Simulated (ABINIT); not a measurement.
Crystal: InAs.

```xyz
2
Lattice="0.0000 2.8773 2.8773 2.8773 0.0000 2.8773 2.8773 2.8773 0.0000" Properties=species:S:1:pos:R:3 pbc="T T T"
In    2.8773    2.8773    2.8773
As    0.0000    0.0000    0.0000
```

Measurements of this composition are mostly on another form, of space group No. 216.

Base run:

- Program: ABINIT 10.8.3 (patched build)
- Functional: BLYP
- Potentials or basis: JTH PAW PBE v2.0
- Cutoff: 707 eV
- k mesh: 8 × 8 × 8
- Occupations: fermi-dirac, width 0.05 eV
- Spin: no spin polarisation

Its results: band gap on the k mesh none (metal or under the smearing width); pressure 4.2 GPa.

Problem. The run is repeated on the same cell with these changes: functional from BLYP to AM05. What comes out?

Solution. Band gap on the k mesh none (metal or under the smearing width); pressure -3.5 GPa.

AM05 binds more tightly than BLYP, so the same cell stands under less pressure.

Caveats: the PAW data sets were made with another functional, which shifts forces and pressure a little; spin-orbit coupling is left out, which moves the levels of the heavy elements.
